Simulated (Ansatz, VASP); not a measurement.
## Al2Cu: VASP beside Ansatz

```
Al Cu
1.0
     4.10518    0.00000    0.00000
     0.00000    4.10518    0.00000
     0.00000    0.00000    2.89131
Al Cu
2 1
Direct
  0.50000 0.00000 0.50000
  0.00000 0.50000 0.50000
  0.00000 0.00000 0.00000
```

The cell comes from a database or a generator and needn't be the stable form of this composition.

Alike in both runs: task single point; functional PBE; k mesh 4 × 4 × 6; occupations gaussian, width 0.1 eV; no spin polarisation.

```csv
,VASP,Ansatz
version,VASP 6.6.1,Ansatz 0.2.0
potentials or method,"VASP PAW PBE potentials, release 64 (Al, Cu)","scalar-relativistic, plane waves, PAW"
plane-wave cutoff (eV),520,420
valence electrons in the cell,17,25
```

```csv
,VASP,Ansatz,Ansatz less VASP
gap on the k mesh at the Fermi level (eV),none,none,-
pressure (GPa),0.5,0.5,-0.03
largest component of the traceless stress (GPa),2.23,2.21,-0.022
```

A gap of «none» marks a metal or a gap that the smearing closes. The functional is the same, so the differences come from potentials, cutoffs and numerics. The two sets of potentials don't hold the same shells in valence.

Caveats: the k mesh is coarse (spacing up to 0.38 Å⁻¹), so the values aren't converged.
